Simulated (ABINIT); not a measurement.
# Ga in ABINIT: single point with PBE

Aim: the single point of Ga with PBE.

All numbers are computed with ABINIT 10.8.3 (patched build); they aren't measurements. Logs are shortened: lines on timing, memory, paths and dates and some standing lists are left out, and cuts for length are marked. The log counts tension as positive stress, the text compression.

## (1) The structure

The cell holds a slab with vacuum, 6 atoms: a = 2.985 Å, b = 2.985 Å, c = 24.928 Å, α = 90.00°, β = 90.00°, γ = 83.39°.

The slab is cut from a database's or a generator's crystal, which needn't be the stable form of the element.

## (2) Single point, PBE

File run.abi:

```
pp_dirpath "./"
pseudos "Ga.GGA_PBE-JTH.xml"

acell 2.9851085407 2.9851085407 24.9277792079 Angstrom
rprim
     1.0000000000     0.0000000000     0.0000000000
     0.1151412437     0.9933491300     0.0000000000
     0.0000000000     0.0000000000     1.0000000000
ntypat 1
znucl 31
natom 6
typat 1 1 1 1 1 1
xred
     0.5000000000     0.5000000000     0.3008691604
     0.0000000000     0.0000000000     0.3805214962
     0.5000000000     0.5000000000     0.4601738321
     0.0000000000     0.0000000000     0.5398261679
     0.5000000000     0.5000000000     0.6194785038
     0.0000000000     0.0000000000     0.6991308396
chkprim 0
chksymtnons 0
tolsym 1.0e-6

ecut 17.0
pawecutdg 34.0
pawxcdev 0

kptopt 1
ngkpt 9 9 1
nshiftk 1
shiftk 0.0 0.0 0.0

ixc 11

nband 47
occopt 3
tsmear 0.05 eV

nstep 120
tolvrs 1.0e-9
iprcel 45

iomode 3
prtwf 0
prtden 0
prteig 0
prtebands 0
enunit 2
```

Potentials or basis: JTH PAW PBE v2.0.

Launch:

```sh
> mpirun --bind-to none -np 4 abinit run.abi > log 2>&1
```

run.abo:

```text
.Version 10.8.3 of ABINIT
 Symmetries : space group Cm m a (# 67); Bravais oC (1-face-center ortho.)
================================================================================
 Values of the parameters that define the memory need of the present run
     intxc =       0    ionmov =       0      iscf =      17    lmnmax =      18
     lnmax =       6     mgfft =     180  mpssoang =       3    mqgrid =   12365
     natom =       6  nloc_mem =       2    nspden =       1   nspinor =       1
    nsppol =       1      nsym =       8    n1xccc =       1    ntypat =       1
    occopt =       3   xclevel =       2
       mpw =        5018          nfft =      103680          nkpt =          25
Pmy_natom=         2
 PAW method is used; the additional fine FFT grid is defined by:
   mgfftf=       250    nfftf =    225000
 For the susceptibility and dielectric matrices, or tddft :
   mgfft =       108  nbnd_in_blk=     6    nfft =     24300     npw =       223
================================================================================
================================================================================

--------------------------------------------------------------------------------
------------- Echo of variables that govern the present computation ------------
--------------------------------------------------------------------------------
 -outvars: echo values of preprocessed input variables --------
            acell      5.6410375980E+00  5.6410375980E+00  4.7106675630E+01 Bohr
              amu      6.97230000E+01
          chkprim           0
      chksymtnons           0
           diemix      1.00000000E+00
             ecut      1.70000000E+01 Hartree
           enunit           2
           iprcel          45
              ixc          11
         kptrlatt        9    0    0      0    9    0      0    0    1
          kptrlen      5.07693384E+01
            natom           6
            nband          47
            ngfft          24      24     180
          ngfftdg          30      30     250
             nkpt          25
            nstep         120
             nsym           8
           ntypat           1
           occopt           3
        pawecutdg      3.40000000E+01 Hartree
         pawxcdev           0
           prtden           0
        prtebands           0
           prteig           0
            prtwf           0
            rprim      1.0000000000E+00  0.0000000000E+00  0.0000000000E+00
                       1.1514124370E-01  9.9334913000E-01  0.0000000000E+00
                       0.0000000000E+00  0.0000000000E+00  1.0000000000E+00
          spgroup          67
           tolsym      1.00000000E-06
           tolvrs      1.00000000E-09
           tsmear      1.83746611E-03 Hartree
            typat      1  1  1  1  1  1
           useylm           1
[... 238 lines left out ...]
   0.00000    0.00000    0.00000    0.00000    0.00000    0.00000    0.00000
 prteigrs : prtvol=0 or 1, do not print more k-points.

 Fermi (or HOMO) energy (eV) =   0.87325   Average Vxc (eV)=  -5.60654
 Eigenvalues (   eV  ) for nkpt=  25  k points:
 kpt#   1, nband= 47, wtk=  0.01235, kpt=  0.0000  0.0000  0.0000 (reduced coord)
 -14.31201  -14.27423  -14.26627  -14.20521  -14.20505  -14.20429  -14.13987  -14.13190
 -14.11112  -14.08797  -14.07297  -14.06923  -14.06819  -14.05878  -14.03064  -14.02424
 -14.01917  -13.99841  -13.95694  -13.95281  -13.93617  -13.93216  -13.91367  -13.90612
 -13.87729  -13.87319  -13.84432  -13.84381  -13.83065  -13.79197  -10.54291   -9.84774
  -8.67179   -7.08755   -5.10364   -2.77278   -0.79783    2.10900    4.05009    4.97145
   5.24098    5.29754    6.01278    6.13343    6.81332    6.85294    7.27253
 prteigrs : prtvol=0 or 1, do not print more k-points.

--- !EnergyTerms
iteration_state     : {dtset: 1, }
comment             : Components of total free energy in Hartree
kinetic             :  2.92744655844563E+01
hartree             :  1.42861052545766E+03
xc                  : -9.61830902767859E+00
Ewald energy        :  1.03045534698341E+03
psp_core            :  7.42313594371101E+00
local_psp           : -2.95997683356335E+03
PAW spherical_terms : -6.04002416305985E-01
internal            : -4.74435671038099E+02
'-kT*entropy'       : -7.99503431862449E-04
total_energy        : -4.74436470541531E+02
total_energy_eV     : -1.29100740490856E+04
...

--- !EnergyTermsDC
iteration_state     : {dtset: 1, }
comment             : '"Double-counting" decomposition of free energy'
band_energy         : -3.33174301465513E+01
Ewald energy        :  1.03045534698341E+03
psp_core            :  7.42313594371101E+00
xc_dc               : -1.42606645834472E+03
PAW spherical_terms : -5.29302573431600E+01
internal            : -4.74435662907308E+02
'-kT*entropy'       : -7.99503431862449E-04
total_energy_dc     : -4.74436462410740E+02
total_energy_dc_eV  : -1.29100738278355E+04
...

--- !EnergyTermsWithPAWCore
iteration_state     : {dtset: 1, }
comment             : 'Components of total free energy, including PAW core contributions'
Total energy        : -1.16642345507758E+04
Total energy DC     : -1.16642345426450E+04
Total energy (eV)   : -3.17399991624878E+05
Total energy DC (eV): -3.17399991403628E+05
...

 Cartesian components of stress tensor (hartree/bohr^3)
  sigma(1 1)= -1.22587529E-05  sigma(3 2)=  0.00000000E+00
  sigma(2 2)= -1.26885986E-05  sigma(3 1)=  0.00000000E+00
  sigma(3 3)= -5.61666606E-05  sigma(2 1)=  1.85418564E-06

-Cartesian components of stress tensor (GPa)         [Pressure=  7.9549E-01 GPa]
- sigma(1 1)= -3.60664963E-01  sigma(3 2)=  0.00000000E+00
- sigma(2 2)= -3.73311460E-01  sigma(3 1)=  0.00000000E+00
- sigma(3 3)= -1.65248021E+00  sigma(2 1)=  5.45520249E-02

== END DATASET(S) ==============================================================
================================================================================

 -outvars: echo values of variables after computation  --------
            acell      5.6410375980E+00  5.6410375980E+00  4.7106675630E+01 Bohr
           etotal     -4.7443646241E+02
            fcart      2.6104069169E-30  5.7040155483E-30 -5.2424827885E-03
                      -1.8645763692E-30  2.8421029777E-32  9.9369025128E-04
                      -7.4583054767E-31 -2.9168458967E-30 -8.7101645109E-05
                      -7.4583054767E-31  1.5880991935E-30  8.7101645109E-05
                      -1.8645763692E-30 -1.0978152428E-30 -9.9369025128E-04
                       2.6104069169E-30 -3.3058746321E-30  5.2424827885E-03
            rprim      1.0000000000E+00  0.0000000000E+00  0.0000000000E+00
                       1.1514124370E-01  9.9334913000E-01  0.0000000000E+00
                       0.0000000000E+00  0.0000000000E+00  1.0000000000E+00
           strten     -1.2258752913E-05 -1.2688598606E-05 -5.6166660580E-05
                       0.0000000000E+00  0.0000000000E+00  1.8541856407E-06
           xangst      1.6644088253E+00  1.4826274859E+00  7.5000000009E+00
                       0.0000000000E+00  0.0000000000E+00  9.4855558411E+00
                       1.6644088253E+00  1.4826274859E+00  1.1471111684E+01
                       0.0000000000E+00  0.0000000000E+00  1.3456667524E+01
                       1.6644088253E+00  1.4826274859E+00  1.5442223367E+01
                       0.0000000000E+00  0.0000000000E+00  1.7427779207E+01
             xred      5.0000000000E-01  5.0000000000E-01  3.0086916040E-01
                       0.0000000000E+00  0.0000000000E+00  3.8052149620E-01
                       5.0000000000E-01  5.0000000000E-01  4.6017383210E-01
                       0.0000000000E+00  0.0000000000E+00  5.3982616790E-01
                       5.0000000000E-01  5.0000000000E-01  6.1947850380E-01
                       0.0000000000E+00  0.0000000000E+00  6.9913083960E-01
 Calculation completed.
```

Wall time 4.2 min (4 MPI ranks of Arm Neoverse V2, shared host); peak memory 0.68 GiB.

What came out:

- Free energy: -12910.0738 eV
- Largest force: 0.270 eV/Å
- Band gap on the k mesh: none (metal or under the smearing width)
- Valence electrons inside the program's atomic spheres: Ga 10.97, 11.00 (radii [1.1132] Å)

Forces on the atoms (eV/Å):
```
Ga   0.000  0.000 -0.270
Ga   0.000  0.000  0.051
Ga   0.000  0.000 -0.004
Ga   0.000  0.000  0.004
Ga   0.000  0.000 -0.051
Ga   0.000  0.000  0.270
```

Levels at points of the mesh, in eV from the Fermi level:
```tsv
k point	band 36	band 37	band 38	band 39	band 40	band 41	band 42	band 43
(0.00, 0.00, 0.00)	-3.65	-1.67	1.24	3.18	4.10	4.37	4.42	5.14
```
